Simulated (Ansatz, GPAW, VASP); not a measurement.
## One calculation of ZnS, 3 ways

```
Zn S
1.0
     0.00000    2.70200    2.70200
     2.70200    0.00000    2.70200
     2.70200    2.70200    0.00000
Zn S
1 1
Direct
  0.75000 0.75000 0.75000
  0.00000 0.00000 0.00000
```

Alike in all runs: task single point; functional PBE; k mesh 9 × 9 × 9; occupations gaussian, width 0.029 eV; no spin polarisation; no spin-orbit coupling. Pressure is positive in compression and, in plane waves, holds the error of the finite cutoff.

| program and potentials | plane-wave cutoff (eV) | notes | pressure (GPa) |
| --- | --- | --- | --- |
| Ansatz, all-electron LAPW, scalar-relativistic | - | - | 1.61 |
| GPAW, GPAW PAW data sets (gpaw-data 1.2.1) | 600 | - | 1.62 |
| VASP, PBE PAW files S, Zn, 520 eV | 520 | - | 1.76 |

The pressure spans 1.61 (Ansatz, all-electron LAPW, scalar-relativistic) to 1.76 GPa (VASP, PBE PAW files S, Zn, 520 eV), with all-electron results at 1.61.

The functional is the same throughout but for its coding, so the spread measures potentials, basis and numerics; runs on potential files found faulty are left out.

All three calculations put the zincblende cell under modest compression, so PBE would favour a somewhat larger volume. The cell is close to the experimental one, and the sign is what is expected of this functional: its gradient correction favours inhomogeneous densities and tends to weaken bonds, which lengthens the polar-covalent Zn–S bond. The residual pressure therefore reflects mainly the functional and not a strained form of the real crystal.

GPAW, at 1.62 GPa, is almost indistinguishable from the all-electron value of 1.61 GPa, while VASP lies slightly higher at 1.76 GPa. An incomplete plane-wave basis normally lowers the calculated pressure at fixed volume, so the VASP excess probably comes from the PAW description of the atoms, possibly the Zn 3d shell, rather than from the cutoff. The difference is small beside the pressure itself and leaves the preference for expansion intact. A single volume, however, fixes neither the equilibrium lattice constant nor the bulk modulus.
